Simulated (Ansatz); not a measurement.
Set up this calculation in Ansatz 0.2.0, as the native input.

* Task: single point
* Functional: PBE
* Potentials or basis: Ansatz PAW
* Cutoff: 420 eV (not typed: the program's choice for these potentials)
* k mesh: 9 × 9 × 4
* Occupations: gaussian, width 0.024 eV
* Spin: no spin polarisation

The system is MoS2.

```
Mo S
1.0
     3.22746    0.00000    0.00000
    -1.61373    2.79507    0.00000
     0.00000    0.00000    6.31247
Mo S
1 2
Direct
  0.00000 0.00000 0.50000
  0.66667 0.33333 0.74468
  0.33333 0.66667 0.25532
```

Measurements of this composition are mostly on another form, of space group No. 194.

One way to write it, as run:

input.yaml

```yaml
crystal:
  lattice:
    - [3.2274645616, 0.0, 0.0]
    - [-1.6137322808, 2.7950663001, 0.0]
    - [0.0, 0.0, 6.31247342]
  atoms:
    - { symbol: Mo, position: [0.0, 0.0, 0.5] }
    - { symbol: S, position: [0.6666666667, 0.3333333333, 0.74468068] }
    - { symbol: S, position: [0.3333333333, 0.6666666667, 0.25531932] }
hamiltonian:
  xc: pbe
  pseudopotentials: { kind: paw }
kpoints:
  mp_grid: { grid: [9, 9, 4] }
scf:
  occupations: { method: gaussian, width: 0.024 }
output:
  forces: true
  stress: true
  eigenvalues: true
```

Potentials or basis: Ansatz PAW.

Run with:

```bash
$ ansatz run input.yaml --threads 2 --pin off --max-ram 5632MiB --backend cpu --events-out ev --progress --plain --runs-dir out
```

Results of the run:

```yaml
Pressure: 1.1 GPa
Largest_force: 0.296 eV/Å
Band_gap_on_the_k_mesh: none (metal or under the smearing width)
```

Caveat: this functional lacks dispersion, which binds the layers, so the pressure and a relaxed spacing across them are unreliable.

Wall time 5.8 s on 2 threads of Intel(R) Xeon(R) Processor @ 2.50GHz (Skylake/Cascade Lake), on a shared host, peak memory 0.37 GiB.
